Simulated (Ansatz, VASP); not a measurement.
Mg: VASP beside Ansatz

```
Mg
1.0
     0.00000    2.24426    2.24426
     2.24426    0.00000    2.24426
     2.24426    2.24426    0.00000
Mg
1
Direct
  0.00000 0.00000 0.00000
```

This isn't the form of Mg at room conditions, which is hcp.

Alike in both runs: task single point; functional LDA; k mesh 20 × 20 × 20; occupations gaussian, width 0.15 eV; no spin polarisation.

```csv
,VASP,Ansatz
version,VASP 6.6.1,Ansatz 0.2.0
potentials or method,"VASP PAW LDA potentials, release 64 (Mg)","scalar-relativistic, plane waves, PAW"
plane-wave cutoff (eV),520,420
valence electrons in the cell,2,10
```

|  | VASP | Ansatz | Ansatz less VASP |
| --- | --- | --- | --- |
| gap on the k mesh at the Fermi level (eV) | none | none | - |
| pressure (GPa) | -1.6 | -1.3 | +0.32 |

A gap of «none» marks a metal or a gap that the smearing closes. The two sets of potentials don't hold the same shells in valence.
